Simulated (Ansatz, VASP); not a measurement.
**One calculation of Mg, two programs**

```
Mg
1.0
     0.00000    2.29428    2.29428
     2.29428    0.00000    2.29428
     2.29428    2.29428    0.00000
Mg
1
Cartesian
  0.0000 0.0000 0.0000
```

Alike in both runs: task single point; functional PBE; k mesh 16 × 16 × 16; occupations gaussian, width 0.1 eV; no spin polarisation.

```csv
,VASP,Ansatz
version,VASP 6.6.1,Ansatz 0.2.0
potentials or method,"VASP PAW PBE potentials, release 64 (Mg)","scalar-relativistic, plane waves, PAW"
plane-wave cutoff (eV),520,420
valence electrons in the cell,2,10
```

|  | VASP | Ansatz | Ansatz less VASP |
| --- | --- | --- | --- |
| gap on the k mesh at the Fermi level (eV) | none | none | - |
| pressure (GPa) | -1.5 | -1.4 | +0.12 |

A gap of «none» marks a metal or a gap that the smearing closes. The functional is the same, so the differences come from potentials, cutoffs and numerics. The two sets of potentials don't hold the same shells in valence.
